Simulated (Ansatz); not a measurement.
# LiF under compression: one row to predict

The cell was reached from a generator's guess, though it ends in a space group that the Crystallography Open Database lists for this formula.

Computed with Ansatz, DFT PBE, scalar-relativistic, plane waves, PAW. Settings of the last relaxation (2-atom cell): 420 eV, 10×10×10 k points, Gaussian smearing of 0.02 eV, no spin polarisation.

```cif
data_structure
_symmetry_space_group_name_H-M 'Fm-3m'
_symmetry_Int_Tables_number 225
_cell_length_a 4.0677
_cell_length_b 4.0677
_cell_length_c 4.0677
_cell_angle_alpha 90.000
_cell_angle_beta 90.000
_cell_angle_gamma 90.000
_cell_volume 67.30
loop_
_atom_site_label
_atom_site_type_symbol
_atom_site_symmetry_multiplicity
_atom_site_Wyckoff_symbol
_atom_site_fract_x
_atom_site_fract_y
_atom_site_fract_z
_atom_site_occupancy
Li1 Li 4 b 0.50000 0.00000 0.00000 1
F1 F 4 a 0.00000 0.00000 0.00000 1
```

The cell was set to several volumes, with shape and atoms relaxed at each where symmetry leaves them free. Pressure is positive in compression, and energies count from the lowest row.

```tsv
row	V (Å³/atom)	P (GPa)	ΔE (meV/atom)	gap on mesh (eV)
1	7.403	11.22	31.9	10.02
2	7.656	?	?	?
3	7.908	4.75	7.2	9.38
4	8.161	2.20	1.7	9.10
5	8.413	0.02	0.0	8.83
6	8.665	-1.86	1.5	8.58
7	8.918	-3.46	5.8	8.35
8	9.254	-5.25	14.9	8.06
```

Q: Find B = −V·ΔP/ΔV from rows 4 and 6 and from rows 1 and 3, and from the two its slope B′ and its value B0 at zero pressure.

A: Rows 4 and 6 give −(8.161 + 8.665)/2 × (-1.86 − (2.20))/(8.665 − 8.161) = 67.8 GPa at a mean pressure of 0.17 GPa. Rows 1 and 3 give −(7.403 + 7.908)/2 × (4.75 − (11.22))/(7.908 − 7.403) = 98.1 GPa at a mean pressure of 7.99 GPa. So B′ = (98.1 − 67.8)/(7.99 − (0.17)) = 3.87 and B0 = 67.8 − 3.87 × (0.17) = 67.1 GPa. A third-order Birch–Murnaghan fit to all the energies gives B0 = 67.3 GPa and B′ = 4.2.

Q: Estimate the pressure and energy of row 2.

A: From row 5, V0 = 8.413 × (1 + (0.02)/67.1) = 8.416 Å³/atom. Murnaghan's form P = (B0/B′)·[(V0/V)^B′ − 1] gives (67.1/3.87) × [(8.416/7.656)^3.87 − 1] = 7.67 GPa; the computed pressure is 7.73 GPa, so the estimate is off by -0.06 GPa. The work of compression from row 3, with the mean of the two pressures, gives ΔE = 7.2 + (7.67 + 4.75)/2 × (7.908 − 7.656)/160.2 × 1000 = 17.0 meV/atom (1 eV/Å³ = 160.2 GPa); the computed value is 17.0 meV/atom.

Q: Fit the gap against pressure through the other rows and estimate it at the computed pressure of row 2.

A: Over the 7 rows the mean pressure is 1.0886 GPa and the mean gap is 8.903 eV. The sums of products of deviations are S_xx = 188 and S_xy = 22.17, so the slope is 22.17/188 = 0.1179 (r = 1.00, rms misfit 0.06 eV). At 7.73 GPa the line gives 8.903 + (0.1179) × (7.73 − 1.0886) = 9.69 eV. The computed value is 9.69 eV, so the line is off by 0.00 eV, no more than the largest miss among the fitted rows (0.10 eV).

Kohn–Sham gaps at this level usually fall short of measured ones. All volumes keep the k mesh of the relaxed cell. A later test with randomly moved atoms came back to the same energy, though modes that don't fit the test's cell weren't probed.
